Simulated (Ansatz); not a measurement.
# Cu: the cost of one run

Method: DFT PBE, plane waves, PAW, scalar-relativistic, no spin polarisation, in Ansatz 0.2.0.

**1. Starting point**

The cell holds 13 atoms (Cu13): a = 5.105 Å, b = 5.105 Å, c = 16.168 Å, α = 90.00°, β = 90.00°, γ = 60.00°.

Coordinates:

```cif
data_structure
_symmetry_space_group_name_H-M 'P 1'
_symmetry_Int_Tables_number 1
_cell_length_a 5.1053
_cell_length_b 5.1053
_cell_length_c 16.1685
_cell_angle_alpha 90.000
_cell_angle_beta 90.000
_cell_angle_gamma 60.000
_cell_volume 364.96
loop_
_atom_site_label
_atom_site_type_symbol
_atom_site_fract_x
_atom_site_fract_y
_atom_site_fract_z
_atom_site_occupancy
Cu1 Cu 0.16667 0.16667 0.06185 1
Cu2 Cu 0.66667 0.16667 0.06185 1
Cu3 Cu 0.16667 0.66667 0.06185 1
Cu4 Cu 0.66667 0.66667 0.06185 1
Cu5 Cu 0.83333 0.33333 0.19076 1
Cu6 Cu 0.33333 0.33333 0.19076 1
Cu7 Cu 0.83333 0.83333 0.19076 1
Cu8 Cu 0.33333 0.83333 0.19076 1
Cu9 Cu 0.00000 0.00000 0.31966 1
Cu10 Cu 0.50000 0.00000 0.31966 1
Cu11 Cu 0.00000 0.50000 0.31966 1
Cu12 Cu 0.50000 0.50000 0.31966 1
Cu13 Cu 0.33739 0.85762 0.46563 1
```

**2. Relaxing end A**

The input, input.yaml:

```yaml
crystal:
  lattice:
    - [5.105311, 0.0, 0.0]
    - [2.552655, 4.421329, 0.0]
    - [0.0, 0.0, 16.168469]
  atoms:
    - { symbol: Cu, position: [0.1666667, 0.1666667, 0.0618488] }
    - { symbol: Cu, position: [0.6666667, 0.1666667, 0.0618488] }
    - { symbol: Cu, position: [0.1666667, 0.6666667, 0.0618488] }
    - { symbol: Cu, position: [0.6666667, 0.6666667, 0.0618488] }
    - { symbol: Cu, position: [-0.1666667, 0.3333333, 0.1907561] }
    - { symbol: Cu, position: [0.3333333, 0.3333333, 0.1907561] }
    - { symbol: Cu, position: [-0.1666667, 0.8333333, 0.1907561] }
    - { symbol: Cu, position: [0.3333333, 0.8333333, 0.1907561] }
    - { symbol: Cu, position: [0.0, 0.0, 0.3196635] }
    - { symbol: Cu, position: [0.5, 0.0, 0.3196635] }
    - { symbol: Cu, position: [0.0, 0.5, 0.3196635] }
    - { symbol: Cu, position: [0.5, 0.5, 0.3196635] }
    - { symbol: Cu, position: [0.3373946, 0.8576239, 0.4656266] }
basis:
  ecutwfc: 420.0
kpoints:
  mp_grid: { grid: [4, 4, 1] }
hamiltonian:
  xc: pbe
  pseudopotentials: { kind: paw, azcp: { folder: soft_1 } }
scf:
  occupations: { method: gaussian, width: 0.15 }
  lower_state_search: "off"
relax:
  f_tol: 0.03
  max_steps: 60
  adjacent_minimum: "off"
  constraints: [{ sites: [0, 1, 2, 3] }]
output:
  write_density: true
  write_potential: true
  elf: true
  volumetric_format: npy
```

Started as:

```bash
ansatz run input.yaml --threads 4 --pin off --max-ram 10240MiB --backend cpu --events-out ev --progress --plain --runs-dir out
```

What time and memory should one allow on 4 threads of Intel Xeon Platinum 8259CL at 2.50GHz (Skylake/Cascade Lake), shared host?

About 91 s, with a peak of 1.7 GiB.
